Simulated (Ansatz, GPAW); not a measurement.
# BaO with GLLB-SC from a Python script

These are simulated results from GPAW 26.7.0, not measurements. The cell began as a measured structure and was relaxed with r2SCAN in plane waves (Ansatz 0.2.0). All runs are without spin polarisation.

Space group Fm-3m (No. 225), cubic; conventional cell a = 5.544 Å, 21.30 Å³ an atom. Ba is surrounded by 6 O at 2.77 Å; O is surrounded by 6 Ba at 2.77 Å.

GLLB-SC is a model potential. Its fundamental gap is the Kohn-Sham gap plus a derivative discontinuity, which the script evaluates at the band edges among the listed k points. Its total energy isn't variational and serves nothing here.

Input script:

```python
import json
from ase import Atoms
from gpaw import GPAW, PW, FermiDirac

atoms = Atoms(['Ba', 'O'],
              cell=[[0.0, 2.771943, 2.771943], [2.771943, -0.0, 2.771943], [2.771943, 2.771943, -0.0]],
              scaled_positions=[[0.0, -0.0, -0.0], [0.5, 0.5, 0.5]],
              pbc=True)
calc = GPAW(mode=PW(400), xc='GLLBSC', kpts={'size': (6, 6, 6), 'gamma': True},
            occupations=FermiDirac(0.02), maxiter=100, legacy_gpaw=True, txt='gpaw.txt')
atoms.calc = calc
res = {'energy': atoms.get_potential_energy(force_consistent=True)}
res['electrons'] = calc.get_number_of_electrons()
res['k'] = calc.get_ibz_k_points().tolist()
res['levels'] = [calc.get_eigenvalues(kpt=i).tolist() for i in range(len(res['k']))]
points = [[0.0, 0.0, 0.0], [0.5, 0.0, 0.5], [0.625, 0.25, 0.625], [0.375, 0.375, 0.75], [0.5, 0.5, 0.5], [0.5, 0.25, 0.75], [0.0, 0.5, 0.5]]
bands = calc.fixed_density(kpts=points, symmetry='off', nbands=round(res['electrons']) // 2 + 6, convergence={'bands': -2}, txt='bands.txt')
res['points'] = [bands.get_eigenvalues(kpt=i).tolist() for i in range(len(points))]
homo, lumo = bands.get_homo_lumo()
potential = calc.hamiltonian.xc.response.calculate_discontinuity_potential(homo, lumo)
res['discontinuity'] = bands.hamiltonian.xc.response.calculate_discontinuity(potential)
json.dump(res, open('results.json', 'w'))
print('free energy (eV):', round(res['energy'], 5))
```

Command: `python run.py`. It took 8 s on 1 thread of Arm Neoverse V1 (shared host), peak memory 0.14 GiB.

The log gpaw.txt, trimmed of paths, versions and times, then the last line on the terminal. An iter line gives the energy in eV and the logarithms of the changes of orbitals (plane waves alone) and density (c: converged):

```
___ ___ ___ _ _ _
 |   |   |_  | | | |

 | | | | | . | | | |

 |__ |  _|___|_____|  26.7.0
 |___|_|

Input parameters:
  kpts: {gamma: True,
         size: (6, 6, 6)}
  maxiter: 100
  mode: {ecut: 400.0,
         name: pw}
  occupations: {fixmagmom: False,
                name: fermi-dirac,
                width: 0.02}
  xc: GLLBSC

System changes: positions, numbers, cell, pbc, initial_charges, initial_magmoms

Initialize ...

species:
  Ba:
    name:    Barium
    Z:       56.0
    valence: 10
    core:    46
    charge:  0.0  # [|e|]
    compensation charges:
      type: gauss
      rc: 0.37  # [Å]
      lmax: 2
    cutoffs:
      filter: 2.06  # [Å]
      core: 2.33  # [Å]
    projectors
    | kind |    occ | energy [eV] | rcut [Å] |

    |------|--------|-------------|----------|

    |   5s |  2.000 |     -33.195 |    1.164 |

    |   6s |  2.000 |      -4.543 |    1.164 |

    |   5p |  6.000 |     -18.426 |    1.164 |

    |    p |        |       0.000 |    1.164 |

    |    d |        |       0.000 |    1.164 |

    |    d |        |      27.211 |    1.164 |

    Using partial waves for Ba as LCAO basis

  O:
    name:    Oxygen
    Z:       8.0
    valence: 6
    core:    2
    charge:  0.0  # [|e|]
    compensation charges:
      type: gauss
      rc: 0.21  # [Å]
      lmax: 2
    cutoffs:
      filter: 1.17  # [Å]
      core: 0.83  # [Å]
    projectors
    | kind |    occ | energy [eV] | rcut [Å] |

    |------|--------|-------------|----------|

    |   2s |  2.000 |     -28.986 |    0.688 |

    |   2p |  4.000 |     -13.358 |    0.598 |

    |    s |        |      -1.774 |    0.688 |

    |    p |        |      13.853 |    0.598 |

    |    d |        |       0.000 |    0.619 |

    Using partial waves for O as LCAO basis

Reference energy: -223224.344085  # eV

Spin-paired calculation

Convergence criteria:
 Maximum [total energy] change in last 3 cyles: 0.0005 eV / valence electron
 Maximum integral of absolute [dens]ity change: 0.0001 electrons / valence electron
 Maximum integral of absolute [eigenst]ate change: 4e-08 eV^2 / valence electron
 Maximum number of scf [iter]ations: 100
 (Square brackets indicate name in SCF output, whereas a 'c' in
 the SCF output indicates the quantity has converged.)

Symmetries present (total): 48

  ( 1  0  0)  ( 1  0  0)  ( 1  0  0)  ( 1  0  0)  ( 1  0 -1)  ( 1  0 -1)
  ( 1  0 -1)  ( 1 -1  0)  ( 0  1  0)  ( 0  0  1)  ( 1  0  0)  ( 1 -1  0)
  ( 1 -1  0)  ( 1  0 -1)  ( 0  0  1)  ( 0  1  0)  ( 1 -1  0)  ( 1  0  0)

  ( 1  0 -1)  ( 1  0 -1)  ( 1 -1  0)  ( 1 -1  0)  ( 1 -1  0)  ( 1 -1  0)
  ( 0  1 -1)  ( 0  0 -1)  ( 1  0  0)  ( 1  0 -1)  ( 0 -1  1)  ( 0 -1  0)
  ( 0  0 -1)  ( 0  1 -1)  ( 1  0 -1)  ( 1  0  0)  ( 0 -1  0)  ( 0 -1  1)

  ( 0  1  0)  ( 0  1  0)  ( 0  1  0)  ( 0  1  0)  ( 0  1 -1)  ( 0  1 -1)
  ( 1  0  0)  ( 0  1 -1)  ( 0  0  1)  (-1  1  0)  ( 1  0 -1)  ( 0  1  0)
  ( 0  0  1)  (-1  1  0)  ( 1  0  0)  ( 0  1 -1)  ( 0  0 -1)  (-1  1  0)

  ( 0  1 -1)  ( 0  1 -1)  ( 0  0  1)  ( 0  0  1)  ( 0  0  1)  ( 0  0  1)
  ( 0  0 -1)  (-1  1  0)  ( 1  0  0)  ( 0  1  0)  ( 0 -1  1)  (-1  0  1)
  ( 1  0 -1)  ( 0  1  0)  ( 0  1  0)  ( 1  0  0)  (-1  0  1)  ( 0 -1  1)
[... 5 lines left out ...]
  ( 0 -1  1)  ( 0 -1  1)  ( 0 -1  0)  ( 0 -1  0)  ( 0 -1  0)  ( 0 -1  0)
  ( 0 -1  0)  (-1  0  1)  ( 1 -1  0)  ( 0  0 -1)  ( 0 -1  1)  (-1  0  0)
  ( 1 -1  0)  ( 0  0  1)  ( 0 -1  1)  (-1  0  0)  ( 1 -1  0)  ( 0  0 -1)

  (-1  1  0)  (-1  1  0)  (-1  1  0)  (-1  1  0)  (-1  0  1)  (-1  0  1)
  ( 0  1  0)  ( 0  1 -1)  (-1  0  1)  (-1  0  0)  ( 0  0  1)  ( 0 -1  1)
  ( 0  1 -1)  ( 0  1  0)  (-1  0  0)  (-1  0  1)  ( 0 -1  1)  ( 0  0  1)

  (-1  0  1)  (-1  0  1)  (-1  0  0)  (-1  0  0)  (-1  0  0)  (-1  0  0)
  (-1  1  0)  (-1  0  0)  ( 0  0 -1)  ( 0 -1  0)  (-1  1  0)  (-1  0  1)
  (-1  0  0)  (-1  1  0)  ( 0 -1  0)  ( 0  0 -1)  (-1  0  1)  (-1  1  0)

216 k-points: 6 x 6 x 6 Monkhorst-Pack grid + [1/12,1/12,1/12]
16 k-points in the irreducible part of the Brillouin zone
       k-points in crystal coordinates                weights
   0:     0.00000000    0.00000000    0.00000000          1/216
   1:     0.16666667    0.16666667    0.00000000          6/216
   2:     0.16666667    0.16666667    0.16666667          8/216
   3:     0.33333333    0.16666667    0.16666667         12/216
   4:     0.33333333    0.33333333   -0.33333333         12/216
   5:     0.33333333    0.33333333    0.00000000          6/216
   6:     0.33333333    0.33333333    0.16666667         24/216
   7:     0.33333333    0.33333333    0.33333333          8/216
   8:     0.50000000    0.33333333   -0.33333333         24/216
   9:     0.50000000    0.33333333   -0.16666667         12/216
          ...
  15:     0.50000000    0.50000000    0.50000000          4/216

Wave functions: Plane wave expansion
  Cutoff energy: 400.000 eV
  Number of coefficients (min, max): 749, 786
  Pulay-stress correction: 0.000000 eV/Ang^3 (de/decut=0.000000)
  Using FFTW library
  ScaLapack parameters: grid=1x1, blocksize=None
  Wavefunction extrapolation:
    Improved wavefunction reuse through dual PAW basis

Occupation numbers: Fermi-Dirac:
  width: 0.0200  # eV

Eigensolver
   Davidson(niter=2)

Densities:
  Coarse grid: 20*20*20 grid
  Fine grid: 40*40*40 grid
  Total Charge: 0.000000

Density mixing:
  Method: separate
  Backend: msr1
  Linear mixing parameter: 0.05
  old densities: 10
  Width of damping distribution: 1.1
  Damping of long wavelength oscillations: 20

Hamiltonian:
  XC and Coulomb potentials evaluated on a 40*40*40 grid
  Using the GLLBSC Exchange-Correlation functional
  External potential:
    NoExternalPotential

XC parameters: GLLBSC functional being used consists of
  -----------------------------------------------------------------------
  | Weight | Module     | Description                                   |

  -----------------------------------------------------------------------
  |  1.000 | SCREENING  | GGA_X_PBE_SOL with 2 nearest neighbor stencil |

  |  1.000 | RESPONSE   | eps=0.0500 eV                                 |

  |  1.000 | XC         | GGA_C_PBE_SOL with 2 nearest neighbor stencil |

  -----------------------------------------------------------------------

Memory estimate:
  Process memory now: 112.72 MiB
  Calculator: 9.26 MiB
    Density: 3.83 MiB
      Arrays: 1.59 MiB
      Localized functions: 1.02 MiB
      Mixer: 1.22 MiB
    Hamiltonian: 1.06 MiB
      Arrays: 1.04 MiB
      XC: 0.00 MiB
      Poisson: 0.00 MiB
      vbar: 0.02 MiB
    Wavefunctions: 4.36 MiB
      Arrays psit_nG: 1.73 MiB
      Eigensolver: 0.18 MiB
      Projections: 0.07 MiB
      Projectors: 1.89 MiB
      PW-descriptor: 0.50 MiB

Total number of cores used: 1

Number of atoms: 2
Number of atomic orbitals: 9
Number of bands in calculation: 9
Number of valence electrons: 16
Bands to converge: occupied

... initialized

Initializing position-dependent things.

Density initialized from atomic densities
Creating initial wave functions:
  9 bands from LCAO basis set
Positions:
   0 Ba     0.000000    0.000000    0.000000    ( 0.0000,  0.0000,  0.0000)
   1 O      2.771943    2.771943    2.771943    ( 0.0000,  0.0000,  0.0000)

Unit cell:
           periodic     x           y           z      points  spacing
  1. axis:    yes    0.000000    2.771943    2.771943    20     0.1600
  2. axis:    yes    2.771943   -0.000000    2.771943    20     0.1600
  3. axis:    yes    2.771943    2.771943   -0.000000    20     0.1600

  Lengths:   3.920119   3.920119   3.920119
  Angles:   60.000000  60.000000  60.000000

Effective grid spacing dv^(1/3) = 0.1746

iter:   1   -16.561449
iter:   2   -13.816091   -0.73  -0.83
iter:   3   -11.014879   -0.63  -0.89
iter:   4   -10.568203   -0.85  -1.17
iter:   5   -11.017196   -1.27  -1.31
iter:   6   -10.288495   -1.39  -1.51
iter:   7   -10.260892   -2.04  -2.22
iter:   8   -10.385746   -2.82  -2.05
iter:   9   -10.344797   -3.44  -2.57
iter:  10   -10.340551   -3.92  -3.17
iter:  11   -10.349735   -4.73  -3.22
iter:  12   -10.350372   -5.26  -4.00
iter:  13   -10.351469c  -5.79  -4.19c
iter:  14   -10.351454c  -6.37  -4.76c
iter:  15   -10.351157c  -6.78  -4.75c
iter:  16   -10.351328c  -7.44c -4.97c

Converged after 16 iterations.

Energy contributions relative to reference atoms: (reference = -223224.344085)

Kinetic:         +2.359978
Potential:       +4.154198
External:        +0.000000
XC:             -16.395992
Entropy (-ST):   -0.000000
Local:           -0.469512
SIC:             +0.000000
--------------------------
Free energy:    -10.351328
Extrapolated:   -10.351328

GLLBSC response reference energy: 5.45558 eV (from HOMO)

Showing only first 2 kpts
 Kpt  Band  Eigenvalues  Occupancy
  0     6      4.97276    2.00000
  0     7      4.97276    2.00000
  0     8     10.13692    0.00000

  1     6      4.93142    2.00000
  1     7      4.93160    2.00000
  1     8     11.12405    0.00000

Fermi level: 6.32871

Gap: 3.358 eV
Transition (v -> c):
  (s=0, k=12, n=7, [0.50, 0.50, 0.00]) -> (s=0, k=12, n=8, [0.50, 0.50, 0.00])
No difference between direct/indirect transitions

free energy (eV): -10.35133
```

The gap in the log is over the mesh alone; results.json adds the listed points. GLLB-SC gives a gap of 4.54 eV (3.264 eV Kohn-Sham over the listed points plus 1.273 eV discontinuity). On the same cell, plane-wave PBE (Ansatz, 8×8×8 k points and the special points) gives a gap of 2.05 eV and r2SCAN a gap of 2.38 eV; on shared hosts these took about 1.8 and 3.9 core-seconds on the 2-atom cell, against 8 for the script. Spin-orbit coupling, left out in all these runs, can cut or reorder the gap by tenths of an eV, up to about 1 eV with Pb or Bi.

The runs are scalar-relativistic, without spin-orbit coupling.
